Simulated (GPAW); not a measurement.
SiO2:

```
CELL_PARAMETERS angstrom
4.23317 0.00000 0.00000
0.00000 4.23317 0.00000
0.00000 0.00000 2.69349
ATOMIC_POSITIONS crystal
Si 0.00000 0.00000 0.00000
Si 0.50000 0.50000 0.50000
O 0.80684 0.19316 0.50000
O 0.30684 0.30684 0.00000
O 0.19316 0.80684 0.50000
O 0.69316 0.69316 0.00000
```

The cell comes from a database or a generator and needn't be the stable form of this composition.

```yaml
Program: GPAW 26.7.0
Task: relaxation of cell and atoms
Functional: PBEsol
Dispersion: D3(BJ)+ATM
Potentials_or_basis: PAW data sets generated in the run's folder for this functional
Cutoff: 800 eV
Basis: pw
k_mesh: 5 × 5 × 7
Occupations: fermi-dirac, width 0.05 eV
Spin: no spin polarisation
```

At the start: pressure -5.7 GPa; volume 8.04 Å³/atom.

How do energy, volume and symmetry change on relaxing?

Over 8 steps the energy falls by 3.1 meV/atom and the volume is 7.87 Å³/atom (-2.1 %); space group P4_2/mnm (No. 136, to 0.05 Å).

The path:
```csv
step,energy change (eV),largest force (eV/Å),pressure (GPa),volume (Å³)
1,0.0000,0.0580,-5.65,48.27
2,-0.0033,0.0471,-5.13,48.17
3,-0.0171,0.0359,0.08,47.27
4,-0.0173,0.0174,0.02,47.28
5,-0.0178,0.0420,0.10,47.28
6,-0.0181,0.0530,0.16,47.27
7,-0.0185,0.0423,0.17,47.24
8,-0.0186,0.0162,0.08,47.24
```

Final structure:
```xyz
6
Lattice="4.1925 0.0000 0.0000 0.0000 4.1925 0.0000 0.0000 0.0000 2.6873" Properties=species:S:1:pos:R:3 pbc="T T T"
Si    0.0000    0.0000    0.0000
Si    2.0963    2.0963    1.3437
O     3.3777    0.8149    1.3437
O     1.2814    1.2814    0.0000
O     0.8149    3.3777    1.3437
O     2.9111    2.9111    0.0000
```

Caveat: later steps reuse the first step's grids.
